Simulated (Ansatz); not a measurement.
BAs (rocksalt type), DFT, r2SCAN, PAW with other files of Ansatz's library (core large), scalar-relativistic (Ansatz 0.2.0), on 1 thread of Arm Neoverse V1 (shared host).

Command: `ansatz run input.yaml --threads 1 --pin off --max-ram 2048MiB --backend cpu --events-out ev --progress --plain --runs-dir out`

```yaml
crystal:
  lattice:
    - [0.0, 1.8854427757, 1.8854427757]
    - [1.8854427757, 0.0, 1.8854427757]
    - [1.8854427757, 1.8854427757, 0.0]
  atoms:
    - { symbol: B, position: [0.0, 0.0, 0.0] }
    - { symbol: As, position: [0.5, 0.5, 0.5] }
kpoints:
  mp_grid: { grid: [15, 15, 15] }
scf:
  occupations: { method: fermi_dirac, width: 0.05 }
hamiltonian:
  xc: r2scan
  pseudopotentials: { kind: paw, core: large }
output:
  forces: true
  stress: true
  eigenvalues: true
  write_density: true
  write_potential: true
  elf: true
  volumetric_format: npy
```

(1) How large is the problem that the program sets up?

(2) About how long does it take?

Results:

(1) 120 irreducible k-points, 331 plane waves at Γ, 13 bands.

(2) 4.1 s of wall time for 6 SCF iterations. Times on shared machines scatter by tens of per cent.
